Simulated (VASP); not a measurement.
**Si2Ni: equation of state with LDA**

Crystal: Si2Ni.

```
CELL_PARAMETERS angstrom
0.00000 2.67431 2.67431
2.67431 0.00000 2.67431
2.67431 2.67431 0.00000
ATOMIC_POSITIONS crystal
Ni 0.00000 0.00000 0.00000
Si 0.75000 0.75000 0.75000
Si 0.25000 0.25000 0.25000
```

```yaml
Program: VASP 6.6.1
Task: equation of state
Functional: LDA
Potentials_or_basis: VASP PAW LDA potentials, release 64 (Ni, Si)
Cutoff: 520 eV
k_mesh: 8 × 8 × 8
Occupations: fermi-dirac, width 0.05 eV
Spin: collinear spin, ferromagnetic start
Starting_moments: "[1.0, 0.0, 0.0] μB"
```

The equilibrium volume is 12.75 Å³/atom, the bulk modulus is 159 GPa and the pressure derivative of the bulk modulus is 5.2 (rough: it moves with the points fitted).

Energy against volume, from the lowest point:
| volume (Å³/atom) | energy (meV/atom) |
| --- | --- |
| 12.241 | 11.08 |
| 12.496 | 2.66 |
| 12.751 | 0.00 |
| 13.006 | 2.36 |
| 13.261 | 9.23 |

All runs of the series together: 2.2 min on 1 thread of Intel(R) Xeon(R) Platinum 8488C (Sapphire Rapids) (shared host).
